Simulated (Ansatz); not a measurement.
Ansatz input file:

```yaml
crystal:
  lattice:
    - [3.1056444602, 0.0, 0.0]
    - [-1.5528222301, 2.6895669977, 0.0]
    - [0.0, 0.0, 5.0981519619]
  atoms:
    - { symbol: Si, position: [0.3333333333, 0.6666666667, 0.0046028827] }
    - { symbol: Si, position: [0.6666666667, 0.3333333333, 0.5046028827] }
    - { symbol: C, position: [0.3333333333, 0.6666666667, 0.3803971173] }
    - { symbol: C, position: [0.6666666667, 0.3333333333, 0.8803971173] }
basis:
  ecutwfc: 500
kpoints:
  mp_grid: { grid: [12, 12, 6] }
hamiltonian:
  xc: r2scan
scf:
  occupations: { method: gaussian, width: 0.02 }
output:
  forces: true
  stress: true
  eigenvalues: true
  write_density: true
  write_potential: true
  elf: true
  volumetric_format: npy
relax:
  adjacent_minimum: "off"
  f_tol: 0.01
  max_steps: 30
  cell: { stress_tol: 0.1, fix: [volume] }
```

Run as
```bash
ansatz run input.yaml --threads 1 --pin off --max-ram 2560MiB --backend cpu --events-out ev --progress --plain --runs-dir out
```

These are results of DFT r2SCAN, scalar-relativistic, plane waves, PAW in Ansatz, not measurements.

From the run's log, abridged:

```
Pseudopotentials: kind: paw
Pseudopotential: Si, paw, valence charge 4, recommended cutoff 500 eV (meta_gga)
Pseudopotential: C, paw, valence charge 4, recommended cutoff 500 eV (meta_gga)
Functional definition: r2SCAN
Crystal: 4 atoms, lattice volume = 42.584 Å³
Basis set: ecut = 500 eV, 1099 PW (Γ), exchange–correlation on 96×96×160 points (64 copies of the dense FFT grid, shifted against one another)
Bands: 12, of which v1, the nominal top of the filled ones, is band 8 counted from 1 (7 counted from 0)
Symmetry: 12 space group operations
Space group: P63mc (ITA 186), of the structure as read, at distance tolerance 3.5e-5 Å
k-points: 76 of 864 (time reversal used)
Initial density: superposition of atomic densities (neutral atoms: chi_scale 0, normalization atom), corrected by the library's trained network
Initial wavefunctions: pseudopotential atomic-orbital guess
Functional: x = r2scan, c = r2scan; τ floored in thin density (d = 2e-4 eV/Å³)
SCF iter   1: F=—  HF=-1782.543280 eV  |F-HF|=—  |Δ(HF+E_count)|=         —  Δρ=5.82e-3  dr2=8.98e-3  dr2_τ=3.57e-1  ethr=1.77e-3  ⟨swp⟩=6.0  Hψ=6377  notcnv=0
SCF iter   2: F=—  HF=-1782.626899 eV  |F-HF|=—  |Δ(HF+E_count)|=   8.36e-2  Δρ=3.93e-3  dr2=3.59e-3  dr2_τ=6.25e-5  ethr=5.61e-5  ⟨swp⟩=3.0  Hψ=2681  notcnv=0
SCF iter   3: F=—  HF=-1782.626784 eV  |F-HF|=—  |Δ(HF+E_count)|=   1.14e-4  Δρ=1.41e-3  dr2=8.32e-4  dr2_τ=1.40e-5  ethr=2.24e-5  ⟨swp⟩=2.0  Hψ=1804  notcnv=0
SCF iter   4: F=—  HF=-1782.626776 eV  |F-HF|=—  |Δ(HF+E_count)|=   8.68e-6  Δρ=2.82e-4  dr2=1.86e-5  dr2_τ=5.50e-6  ethr=5.20e-6  ⟨swp⟩=2.0  Hψ=1591  notcnv=0
SCF iter   5: F=—  HF=-1782.626776 eV  |F-HF|=—  |Δ(HF+E_count)|=   5.74e-7  Δρ=8.29e-5  dr2=1.70e-6  dr2_τ=5.31e-8  ethr=1.17e-7  ⟨swp⟩=2.2  Hψ=1484  notcnv=0
SCF iter   6: F=-1782.626777 eV  HF=-1782.626777 eV  |F-HF|=1.66e-8  |Δ(HF+E_count)|=   6.22e-7  Δρ=1.84e-5  dr2=8.83e-8  dr2_τ=1.19e-9  ethr=6.25e-10  ⟨swp⟩=6.7  Hψ=5898  notcnv=0
SCF 1 converged in 6 iterations: F = -1782.626777 eV  dr2 = 8.83e-8
relax step   1: F+E_penalty+E_count = -1782.62677691 eV  Δ(F+E_penalty+E_count) = +0.000e0 eV  max|allowed force component| = 5.477e-3 eV/Å  Δτ_max = 0.0000 Å  P = -6.339 GPa  Ω = 42.584 Å³  fix = [volume]  reactions: volume -6.339 GPa (6 SCF iters, dr2 threshold 1.00e-7 eV, accepted)
Initial density: handed on by an earlier stage of this run
Initial wavefunctions: those handed on with the density
SCF iter   1: F=—  HF=-1782.626780 eV  |F-HF|=—  |Δ(HF+E_count)|=         —  Δρ=4.35e-5  dr2=6.10e-7  dr2_τ=1.29e-7  ethr=3.24e-9  ⟨swp⟩=2.0  Hψ=6369  notcnv=0
SCF iter   2: F=—  HF=-1782.626780 eV  |F-HF|=—  |Δ(HF+E_count)|=   1.11e-8  Δρ=2.02e-5  dr2=9.48e-8  dr2_τ=2.57e-9  ethr=3.24e-9  ⟨swp⟩=2.0  Hψ=1524  notcnv=0
SCF iter   3: F=-1782.626780 eV  HF=-1782.626780 eV  |F-HF|=1.23e-9  |Δ(HF+E_count)|=   1.31e-8  Δρ=4.04e-6  dr2=5.70e-9  dr2_τ=9.34e-10  ethr=1.77e-10  ⟨swp⟩=7.9  Hψ=5137  notcnv=0
SCF 2 converged in 3 iterations: F = -1782.626780 eV  dr2 = 5.70e-9
relax step   2: F+E_penalty+E_count = -1782.62677973 eV  Δ(F+E_penalty+E_count) = -2.816e-6 eV  max|allowed force component| = 6.028e-3 eV/Å  Δτ_max = 0.0001 Å  P = -6.338 GPa  Ω = 42.584 Å³  energy of the carried Pulay correction = +1.676e-8 eV  fix = [volume]  reactions: volume -6.338 GPa (3 SCF iters, dr2 threshold 2.84e-8 eV, accepted)
Initial wavefunctions: pseudopotential atomic-orbital guess (no wavefunctions were taken with the density)
SCF iter   1: F=—  HF=-1782.626780 eV  |F-HF|=—  |Δ(HF+E_count)|=         —  Δρ=4.15e-6  dr2=6.12e-9  dr2_τ=9.58e-10  ethr=4.91e-8  ⟨swp⟩=3.2  Hψ=9015  notcnv=0
SCF iter   2: F=—  HF=-1782.626780 eV  |F-HF|=—  |Δ(HF+E_count)|=   3.46e-7  Δρ=1.75e-6  dr2=4.61e-10  dr2_τ=1.64e-10  ethr=3.82e-11  ⟨swp⟩=2.5  Hψ=1657  notcnv=0
SCF iter   3: F=-1782.626780 eV  HF=-1782.626780 eV  |F-HF|=1.29e-10  |Δ(HF+E_count)|=  3.72e-10  Δρ=8.52e-7  dr2=1.11e-10  dr2_τ=6.56e-12  ethr=1.00e-12  ⟨swp⟩=7.1  Hψ=4951  notcnv=0
SCF 3 converged in 3 iterations: F = -1782.626780 eV  dr2 = 1.11e-10
SCF converged after 3 iterations
Free energy (F): -1782.626780 eV
Harris-Foulkes:  -1782.626780 eV  (|F-HF|=1.29e-10)
Internal energy: -1782.626780 eV  (E = F + TS)
E sigma→0 (E₀):  -1782.626780 eV
Fermi energy:    10.502687 eV
--- Per-component energies (eV) ---
  E_band       = 46.549976
  E_kinetic    = 268.972465
  E_local      = -212.394333  (includes V_loc(G=0)·N_el)
  E_nonlocal   = 99.928820
  E_hartree    = 66.390870
  E_xc         = -201.674175
  E_vxc        = -235.855682  (∫ρ·V_xc dr)
  E_paw        = -1240.296054  (= ΣΔE_a)
  E_vpaw       = -17.973025  (= ΣTr[D̂ρ^β])
  E_aug_tail   = 0.000016  (compensation charges beyond the density's cutoff)
  E_vtau       = 11.089921  (kinetic-family band-sum trace: ∫τ·v_τ [+ j·A + Jᵃ·Aᵃ] dr)
  E_ewald      = -563.351976
  E_core_change = -0.202413  (= ΣΔE_core)
  E_smearing   =  0.000000  (= −TS)
--- Forces (eV/Å), atoms counted from 1 ---
  atom   1  Si     0.00000000     0.00000000    -0.00602633
  atom   2  Si     0.00000000     0.00000000    -0.00602633
  atom   3  C      0.00000000     0.00000000     0.00602614
  atom   4  C      0.00000000     0.00000000     0.00602614
--- Stress (GPa, compression-positive) ---
       -6.343465       0.000000       0.000000
        0.000000      -6.343465       0.000000
        0.000000       0.000000      -6.327464
  P = ⅓ Tr σ = -6.3381 GPa (-63.381 kbar)
--- Band table (eV; the first three rows and the last of 76) ---
  k-point 0: bands = ["-6.9614", "-3.4453", "0.3294", "7.7900", "7.7900", "9.0421", "9.1569", "9.1569", "14.2627", "15.5677", "16.1630", "16.1630"]
  k-point 1: bands = ["-6.8240", "-3.9523", "1.0630", "7.8686", "7.8686", "8.2759", "9.0497", "9.0497", "14.3917", "16.1536", "16.2134", "16.2134"]
  k-point 2: bands = ["-6.4165", "-4.8874", "2.6628", "6.5634", "8.0913", "8.0913", "8.7702", "8.7702", "14.7715", "16.1265", "16.4281", "16.4281"]
  k-point 75: bands = ["-2.2461", "-2.2461", "1.2538", "1.2538", "3.4769", "3.4769", "7.3503", "7.3503", "14.5806", "14.5806", "15.6468", "15.6468"]
--- Relaxed structure (2 steps of the walk, 2 accepted, 1 SCFs on fresh bases) ---
  F+E_penalty+E_count = -1782.62677962 eV   max|allowed force component| = 6.026e-3 eV/Å   (the final SCF, on the basis selected at the relaxed cell)
  cell:  # Å, volume = 42.5840 Å³
    - [3.10534426, 0.0, 0.0]
    - [-1.55267213, 2.68930701, 0.0]
    - [0.0, 0.0, 5.09913770]
  atoms:
    - { symbol: Si, position: [0.33333333, 0.66666666, 0.00461769] }
    - { symbol: Si, position: [0.66666666, 0.33333333, 0.50461769] }
    - { symbol: C, position: [0.33333333, 0.66666666, 0.38038230] }
    - { symbol: C, position: [0.66666666, 0.33333333, 0.88038230] }
```

The relaxation met its thresholds.

It took 62 s on 1 thread of Intel(R) Xeon(R) Processor @ 2.50GHz (Skylake/Cascade Lake) (shared host), peak memory 0.49 GiB.